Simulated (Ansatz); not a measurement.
The cell below belongs to a search over invented structures; it isn't taken from experiment.

Input and command of a plane-wave DFT calculation in Ansatz:

```yaml
crystal:
  lattice:
    - [-3.49933415, 3.49933415, 1.26236336]
    - [3.49933415, -3.49933415, 1.26236336]
    - [3.49933415, 3.49933415, -1.26236336]
  atoms:
    - { symbol: Ge, position: [0.375, 0.625, 0.75] }
    - { symbol: Ge, position: [0.875, 0.625, 0.25] }
    - { symbol: Ge, position: [0.375, 0.125, 0.75] }
    - { symbol: Ge, position: [0.375, 0.625, 0.25] }
basis:
  ecutwfc: 420
kpoints:
  mp_grid: { grid: [8, 8, 8] }
hamiltonian:
  xc: pbe
scf:
  occupations: { method: gaussian, width: 0.1 }
  lower_state_search: "off"
output:
  forces: true
  stress: true
  eigenvalues: true
relax:
  adjacent_minimum: "off"
  f_tol: 0.04
  max_steps: 70
  cell: { stress_tol: 0.4 }
```

```bash
ansatz run input.yaml --threads 1 --pin off --max-ram 2560MiB --backend cpu --events-out ev --progress --plain --runs-dir out
```

Processor: Arm Neoverse V1, 1 thread, on a host shared with other jobs.

How long does it run, and how much memory does it take?

About 61 s, peak memory 0.41 GiB. It solves 34 bands at 59 k points (after reduction by symmetry) with about 1533 plane waves (on the last cell), in 45 SCF iterations over 8 ionic steps.
